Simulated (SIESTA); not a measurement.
**CuAu3 under changes of volume**

One of the cells (16.076 Å³/atom); the others are scaled copies at fixed shape and fractional positions:

```
Au Cu
1.0
     4.00636    0.00000    0.00000
     0.00000    4.00636    0.00000
     0.00000    0.00000    4.00636
Au Cu
3 1
Cartesian
  2.0032 2.0032 0.0000
  2.0032 0.0000 2.0032
  0.0000 2.0032 2.0032
  0.0000 0.0000 0.0000
```

| Item | Value |
| --- | --- |
| Program | SIESTA 5.4.2 |
| Functional | PBEsol |
| Potentials or basis | PseudoDojo 0.4 standard (PBEsol files) |
| Basis | DZP (energy shift 0.003 Ry; two zetas on semicore shells) |
| Grid cutoff | 800 Ry |
| Energy shift | 0.003 Ry |
| k mesh | 7 × 7 × 7 |
| Occupations | fermi-dirac, width 0.05 eV |
| Spin | no spin polarisation |

```tsv
volume (Å³/atom)	energy over the lowest point (meV/atom)	pressure (GPa)
14.816	31.59	12.4
15.131	11.81	7.9
15.446	0.34	3.9
16.076	0.00	-3.2
16.392	9.09	-5.8
16.707	?	?
```

Question: What does the run at 16.707 Å³/atom give?

Answer: Energy over the lowest point 22.85 meV/atom; pressure -8.2 GPa.

Worked out: A Birch-Murnaghan fit of order 3 (a polynomial in V^(-2/3)) to the other rows has its minimum at 15.77 Å³/atom with B0 = V·E''(V) = 172 GPa and B' = 5.1. It gives 23.57 meV/atom at 16.707 Å³/atom, against the run's 22.85, and -dE/dV = -8.6 GPa, against -8.2.

Energies are extrapolated to zero smearing.

Caveats: short orbitals over semicore shells can move pressures by several GPa; the basis of atomic orbitals isn't converged, which shifts pressures, moduli and gaps.
